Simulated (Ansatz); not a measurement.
# SnO2: the cost of one run

Method: DFT LDA, scalar-relativistic, plane waves, PAW, in Ansatz 0.2.0.

3 further runs of the same task are left out: 3 set aside as unsound or not needed.

## Step 1: Starting point

Symmetry: P4_2/mnm, No. 136, tetragonal system. The conventional cell has a = 4.723 Å, b = 4.723 Å, c = 3.190 Å, α = 90.00°, β = 90.00°, γ = 90.00°. Sn (site symmetry mmm) has 6 O at 2.04 to 2.05 Å as nearest neighbours. O (site symmetry m2m) has 3 Sn at 2.04 to 2.05 Å as nearest neighbours.

As a file:

```
Sn O
1.0
     4.72127    0.00000    0.00000
     0.00000    4.72425    0.00000
     0.00000    0.00000    3.19002
Sn O
2 4
Direct
  0.50000 0.50000 0.50000
  0.00000 0.00000 0.00000
  0.30557 0.30657 0.00000
  0.80557 0.19343 0.50000
  0.19443 0.80657 0.50000
  0.69443 0.69343 0.00000
```

It goes back to an entry of the Materials Project, which need not be the stable form.

It is the result of an earlier relaxation at this level (volume 11.86 Å³/atom; gap on the mesh: 1.16 eV).

## Step 2: Zero of energy

The reference gives a free energy of -13980.3628 eV, pressure -0.01 GPa, largest force 0.002 eV/Å and gap on the mesh 1.16 eV. It was computed beforehand with the settings of the runs below.

## Step 3: The disturbance

All atoms moved at random, sigma 0.4 Å a component. Displacements in the unstrained cell, with the mean shift removed:

```tsv
atom	ux (Å)	uy (Å)	uz (Å)
Sn1	0.334	0.404	0.054
Sn2	0.024	0.066	0.046
O3	-0.116	0.380	0.719
O4	-0.114	-0.339	-0.415
O5	-0.312	-0.765	-0.251
O6	0.184	0.254	-0.154
```

## Step 4: Single point of the disturbed structure

input.yaml reads:

```yaml
crystal:
  lattice:
    - [4.7212714577, 0.0, 0.0]
    - [0.0, 4.7242464993, 0.0]
    - [0.0, 0.0, 3.190019402]
  atoms:
    - { symbol: Sn, position: [0.5706990893, 0.585508073, 0.5167951466] }
    - { symbol: Sn, position: [0.0050864146, 0.0140053717, 0.014491981] }
    - { symbol: O, position: [0.2809474495, 0.3869330713, 0.2254322531] }
    - { symbol: O, position: [0.7815131856, 0.1217695118, 0.3700167532] }
    - { symbol: O, position: [0.1284291414, 0.6446462476, 0.4214428818] }
    - { symbol: O, position: [0.7333247197, 0.7471377246, -0.0481790157] }
basis:
  ecutwfc: 420
kpoints:
  mp_grid: { grid: [6, 6, 8] }
hamiltonian:
  xc: lda
scf:
  occupations: { method: gaussian, width: 0.05 }
output:
  forces: true
  stress: true
  eigenvalues: true
```

The run is started by

```console
$ ansatz run input.yaml --threads 1 --pin off --max-ram 2560MiB --backend cpu --events-out ev --progress --plain --runs-dir out
```

What time and memory should one allow on 1 thread of AMD EPYC 7R13 (Zen 3), shared host?

About 25 s, with a peak of 0.54 GiB.
